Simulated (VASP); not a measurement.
## AgCl (strained measured structure): one PBE single-point calculation in two programs

```yaml
crystal:
  lattice:
    - [0.00000, 2.77317, 2.77317]
    - [2.87828, 0.00000, 2.77317]
    - [2.87828, 2.77317, 0.00000]
  atoms:
    - { symbol: Ag, position: [0.00000, 0.00000, 0.00000] }
    - { symbol: Cl, position: [0.50000, 0.50000, 0.50000] }
```

Each program uses its own PAW datasets. VASP's cell holds 18 valence electrons and Ansatz's 26. Ansatz's stress includes a Pulay correction; VASP's doesn't.

Cutoffs: 520 eV in VASP, 420 eV in Ansatz. k meshes: 8×8×8 and 8×8×8.

```
                               VASP   Ansatz
gap between bands v and c   0.82 eV  0.82 eV
         least direct gap   2.89 eV  2.89 eV
                 pressure  -0.1 GPa  0.0 GPa
```

Band v is the last that the valence electrons fill when counted band by band, and c is the next. Levels in eV from the top of v, Ansatz:

```json
{"point": "Γ", "v−1": "-2.32", "v": "-2.21", "c": "0.82", "c+1": "10.54"}
{"point": "X", "v−1": "-1.96", "v": "-1.90", "c": "2.32", "c+1": "7.85"}
{"point": "K", "v−1": "-1.69", "v": "-1.13", "c": "3.47", "c+1": "7.07"}
{"point": "L", "v−1": "-0.23", "v": "0.00", "c": "4.22", "c+1": "6.24"}
{"point": "W", "v−1": "-1.96", "v": "-1.28", "c": "3.80", "c+1": "7.70"}
```

VASP:

```
point    v−1      v     c    c+1
    Γ  -2.33  -2.22  0.82  10.69
    X  -1.96  -1.90  2.32   7.90
    K  -1.69  -1.13  3.48   7.09
    L  -0.23   0.00  4.23   6.24
    W  -1.96  -1.28  3.81   7.73
```
